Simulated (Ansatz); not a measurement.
## Pt in Ansatz: convergence with ecutrho ratio

Pt:

```
Pt
1.0
     0.00000    1.96090    1.96090
     1.96090    0.00000    1.96090
     1.96090    1.96090    0.00000
Pt
1
Direct
  0.00000 0.00000 0.00000
```

* Program: Ansatz 0.2.0
* Task: convergence study
* Functional: LDA
* Potentials or basis: Ansatz PAW
* Cutoff: 420 eV
* Density cutoff: 1680 eV
* k mesh: 10 × 10 × 10
* Occupations: cold, width 0.1 eV
* Spin: spin-orbit coupling, no magnetisation

These are the settings of the first run; the series varies ecutrho ratio, with any setting tied to it.

Hardware: 2 threads of Arm Neoverse V1 (shared host).

| ecutrho ratio | energy less the tightest run, at zero smearing (meV/atom) | SCF cycles | CPU time (s) | peak memory (GiB) |
| --- | --- | --- | --- | --- |
| 4 | 0.00 | 7 | 2.8 | 0.32 |
| 5 | 0.00 | 6 | 2.5 | 0.32 |
| 6 | 0.00 | 6 | 2.5 | 0.32 |
| 8 | 0.00 | 6 | 2.6 | 0.32 |
| 10 | 0.00 | 6 | 2.7 | 0.33 |
| 12 | 0.00 | 6 | 2.7 | 0.34 |

Against the tightest run, the energy stays within 1 meV/atom from 4 on. The tightest run that finished is the yardstick and may itself not be fully converged.
